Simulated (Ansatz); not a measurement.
# Ta (Im-3m) in Ansatz: further runs

The runs below take Ta through band structure, with PBE.

Program: Ansatz 0.2.0. These are calculated values, not measurements. Logs are shortened: lines on timing, memory, paths and dates and some standing lists are left out, and cuts for length are marked.

## (1) The structure

The structure is cubic, space group Im-3m (No. 229). The conventional cell has a = 3.303 Å, b = 3.303 Å, c = 3.303 Å, α = 90.00°, β = 90.00°, γ = 90.00°. Around Ta (site symmetry m-3m) lie 8 Ta at 2.86 Å.

## (2) Band structure, PBE, 17.29 Å³/atom

input.yaml

```yaml
crystal:
  lattice:
    - [-1.65128, 1.65128, 1.5852288]
    - [1.65128, -1.65128, 1.5852288]
    - [1.65128, 1.65128, -1.5852288]
  atoms:
    - { symbol: Ta, position: [0.0, 0.0, 0.0] }
hamiltonian:
  xc: pbe
  pseudopotentials: { kind: paw }
kpoints:
  mp_grid: { grid: [10, 10, 10] }
  band_path:
    path:
      - [[0.0, 0.0, 0.0], [0.0, 0.0, 0.5], [-0.5, 0.5, 0.5], [0.0, 0.0, 0.0], [0.4804, 0.4804, -0.4804], [0.25, 0.25, 0.25], [0.0, 0.5, 0.0], [-0.4804, 0.5196, 0.4804], [-0.5, 0.5, 0.5]]
      - [[0.0, 0.0, 0.5], [0.25, 0.25, 0.25]]
    npoints: 14
scf:
  occupations: { method: fermi_dirac, width: 0.05 }
  n_extra_bands: 6
output:
  forces: true
  stress: true
  eigenvalues: true
  fatbands: true
```

Potentials or basis: Ansatz PAW.

Started as:

```console
$ ansatz run input.yaml --threads 2 --pin off --max-ram 5632MiB --backend cpu --events-out ev --progress --plain --runs-dir out
```

Log:

```text
Warning: RAYON_NUM_THREADS=2 ignored (pool sized by the plan → 2); use --threads N
scf.n_extra_bands = 6 over 7 filled bands (N_el = 13.0): the run solves 13 bands
Engine: ansatz 0.2.0, aarch64-unknown-linux-gnu
Pseudopotentials: kind: paw
Pseudopotential: Ta, paw, valence charge 13, recommended cutoff 420 eV (normal), Ta.paw.azcp
Functional definition: PBE
  parameter kappa = 0.804
  parameter beta = 0.06672455060314922
  exchange = pbe_x(kappa = kappa, mu = beta*pi^2/3)
  correlation = pbe_c(beta = beta)
Crystal: 1 atoms, lattice volume = 17.290 Å³
Basis set: ecut = 420 eV, 353 PW (Γ), exchange–correlation on 40×40×40 points (8 copies of the dense FFT grid, shifted against one another)
Bands: 13, of which v1, the nominal top of the filled ones, is band 7 counted from 1 (6 counted from 0)
Symmetry: 16 space group operations
Space group: I4/mmm (ITA 139), of the structure as read, at distance tolerance 2.6e-5 Å
k-points: 102 of 1000
Non-local potential: Ta, projectors of the file, l = 0: 3, l = 1: 2, l = 2: 2, l = 3: 1
PAW form: soft (Blöchl's): semilocal exchange-correlation on the pseudo side does not see the compensation charge
PAW one-centre angular grid: Ta, 590 points (default); XC on 64 Gauss nodes
Initial density: superposition of atomic densities (neutral atoms: chi_scale 0, normalization atom), corrected by the library's trained network
Initial wavefunctions: pseudopotential atomic-orbital guess
Functional: x = pbe(κ = 0.804, μ = 0.2195149727645171), c = pbe(β = 0.06672455060314922)
SCF iter   1: F=—  HF=-9932.201151 eV  |F-HF|=—  |Δ(HF+E_count)|=         —  Δρ=2.38e-3  dr2=3.37e-4  ethr=1.77e-3  ⟨swp⟩=5.9  Hψ=7349  notcnv=0  defer=25
preconditioner: auto → none  [metal: Δε(μ)=0.030 eV  Ē_g=11.765 eV  σ=0.050 eV  W_gap=0.15  n_scr=0 (ndim 8)  ℏωp=20.0 eV  f_vac=0.000  D(μ)=1.41/eV (n_scr^D=16)]
SCF iter   2: F=—  HF=-9932.200926 eV  |F-HF|=—  |Δ(HF+E_count)|=   2.25e-4  Δρ=1.28e-3  dr2=1.23e-4  ethr=2.60e-6  ⟨swp⟩=2.3  Hψ=2661  notcnv=0  defer=27
SCF iter   3: F=—  HF=-9932.200998 eV  |F-HF|=—  |Δ(HF+E_count)|=   7.25e-5  Δρ=3.39e-4  dr2=1.87e-5  ethr=9.46e-7  ⟨swp⟩=2.6  Hψ=1654  notcnv=0  defer=27
SCF iter   4: F=—  HF=-9932.200992 eV  |F-HF|=—  |Δ(HF+E_count)|=   5.97e-6  Δρ=1.11e-4  dr2=1.31e-6  ethr=1.44e-7  ⟨swp⟩=2.6  Hψ=1642  notcnv=0  defer=27
SCF iter   5: F=—  HF=-9932.200992 eV  |F-HF|=—  |Δ(HF+E_count)|=   4.50e-7  Δρ=4.22e-5  dr2=1.45e-7  ethr=1.01e-8  ⟨swp⟩=1.6  Hψ=1273  notcnv=0  defer=27
SCF iter   6: F=-9932.200992 eV  HF=-9932.200992 eV  |F-HF|=1.09e-11  |Δ(HF+E_count)|=   5.33e-8  Δρ=4.47e-7  dr2=1.70e-11  ethr=7.69e-10  ⟨swp⟩=6.8  Hψ=4723  notcnv=0
SCF 1 converged in 6 iterations: F = -9932.200992 eV  dr2 = 1.70e-11
NSCF: frozen V_eff on 128 k-points
SCF converged after 6 iterations
Free energy (F): -9932.200992 eV
Harris-Foulkes:  -9932.200992 eV  (|F-HF|=1.09e-11)
Internal energy: -9932.189437 eV  (E = F + TS)
E sigma→0 (E₀):  -9932.195214 eV
Entropy (-TS):   -0.011554 eV (-11.554 meV/atom)
Fermi energy:    19.508417 eV
--- Per-component energies (eV) ---
  E_band       = -91.613565
  E_kinetic    = 367.858748
  E_local      = -523.775334  (includes V_loc(G=0)·N_el)
  E_nonlocal   = 15.267112
  E_hartree    = 183.678659
  E_xc         = -219.130059
  E_vxc        = -204.936206  (∫ρ·V_xc dr)
  E_paw        = -8396.958304  (= ΣΔE_a)
  E_vpaw       = -113.385251  (= ΣTr[D̂ρ^β])
  E_aug_tail   = 0.000143  (compensation charges beyond the density's cutoff)
  E_ewald      = -1359.130403
  E_smearing   = -0.011554  (= −TS)
  E_closure    = -0.000000  (closes the sum)
  Σ components = -9932.200992   (vs F -9932.200992, Δ=0.00e0)
--- Forces (eV/Å), atoms counted from 1 ---
  atom   1  Ta    -0.00000000     0.00000000    -0.00000000
  max |Σ_I F_I| component: 9.86e-32 eV/Å
--- Stress (GPa, compression-positive) ---
       12.075593      -0.000000       0.000000
       -0.000000      12.075593       0.000000
        0.000000       0.000000      17.342665
  P = ⅓ Tr σ = 13.8313 GPa (138.313 kbar)
--- Band table (eV; the first three rows and the last of 102) ---
  k-point 0: bands = ["-47.4677", "-13.3607", "-13.3607", "-13.3515", "11.4708", "19.8905", "20.4475", "20.4475", "23.2601", "24.0396", "34.0742", "34.0742", "34.8401"]
  k-point 1: bands = ["-47.4549", "-13.5006", "-13.3911", "-13.3591", "11.9175", "19.8307", "20.1795", "20.8968", "22.8464", "23.9934", "34.4771", "35.2029", "35.5886"]
  k-point 2: bands = ["-47.4213", "-13.8545", "-13.4932", "-13.3548", "13.0832", "19.4814", "19.5520", "22.1957", "22.5120", "23.9486", "34.8979", "36.7556", "37.6432"]
  k-point 101: bands = ["-47.2274", "-14.3233", "-14.3233", "-14.2084", "15.4038", "15.5242", "26.6357", "26.6357", "26.8140", "28.1602", "28.1602", "29.2127", "36.0048"]
```

Wall time 1.1 s (2 threads of Arm Neoverse V2, shared host); peak memory 0.27 GiB.

What came out:

```yaml
Free_energy: -9932.2010 eV
Pressure: 13.8 GPa
Band_gap_on_the_k_mesh: none (metal or under the smearing width)
```

Caveat: spin-orbit coupling is left out, which moves the levels of the heavy elements.

## (3) Band structure, PBE, 17.65 Å³/atom

input.yaml

```yaml
crystal:
  lattice:
    - [-1.65128, 1.65128, 1.6182544]
    - [1.65128, -1.65128, 1.6182544]
    - [1.65128, 1.65128, -1.6182544]
  atoms:
    - { symbol: Ta, position: [0.0, 0.0, 0.0] }
hamiltonian:
  xc: pbe
  pseudopotentials: { kind: paw }
kpoints:
  mp_grid: { grid: [10, 10, 10] }
  band_path:
    path:
      - [[0.0, 0.0, 0.0], [0.0, 0.0, 0.5], [-0.5, 0.5, 0.5], [0.0, 0.0, 0.0], [0.4901, 0.4901, -0.4901], [0.25, 0.25, 0.25], [0.0, 0.5, 0.0], [-0.4901, 0.5099, 0.4901], [-0.5, 0.5, 0.5]]
      - [[0.0, 0.0, 0.5], [0.25, 0.25, 0.25]]
    npoints: 14
scf:
  occupations: { method: fermi_dirac, width: 0.05 }
  n_extra_bands: 6
output:
  forces: true
  stress: true
  eigenvalues: true
  fatbands: false
```

Potentials or basis: Ansatz PAW.

Started as:

```console
$ ansatz run input.yaml --threads 2 --pin off --max-ram 5632MiB --backend cpu --events-out ev --progress --plain --runs-dir out
```

It took 0.94 s on 2 threads of Arm Neoverse V2, shared host; peak memory 0.27 GiB.

The run converged. Its results:

| Item | Value |
| --- | --- |
| Free energy | -9932.2331 eV |
| Pressure | 9.0 GPa |
| Band gap on the k mesh | none (metal or under the smearing width) |

Caveat: spin-orbit coupling is left out, which moves the levels of the heavy elements.
